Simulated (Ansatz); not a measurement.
# Zr: one input, then a changed one

Structure from Materials Project entry mp-131 (possibly hypothetical), not relaxed further. The listed cell was then made from it by scaling, straining or moving an atom.

First run: DFT, PBE, all-electron LAPW, scalar-relativistic (Ansatz 0.2.0).

Command: `ansatz run input.yaml --threads 1 --pin off --max-ram 2048MiB --backend cpu --events-out ev --progress --plain --runs-dir out` The run took 12 s on 1 thread of Arm Neoverse V2, with other jobs on the host.

```yaml
crystal:
  lattice:
    - [3.1906429419, 0.0, 0.0]
    - [-1.595321471, 2.7631778421, 0.0]
    - [0.0, 0.0, 5.17222]
  atoms:
    - { symbol: Zr, position: [0.3333333333, 0.6666666667, 0.25] }
    - { symbol: Zr, position: [0.6666666667, 0.3333333333, 0.75] }
kpoints:
  mp_grid: { grid: [12, 12, 7] }
scf:
  occupations: { method: fermi_dirac, width: 0.05 }
hamiltonian:
  xc: pbe
  pseudopotentials: { kind: all_electron, lapw: { basis_error: 0.001 } }
output:
  forces: true
  stress: true
  eigenvalues: true
```

Result: converged; pressure 2.49 GPa; no gap on the k mesh; 8 SCF iterations.

The input is then changed:

```diff
@@ -14,4 +14,5 @@
   xc: pbe
   pseudopotentials: { kind: all_electron, lapw: { basis_error: 0.001 } }
+  hubbard: { sites: [{ species: Zr, l: d, u_eff: 6.0 }], double_counting: fll }
 output:
   forces: true
```

(1) Predict the outcome of the changed run.

Answers

(1) It converged; pressure 14.93 GPa; no gap on the k mesh; 49 SCF iterations.
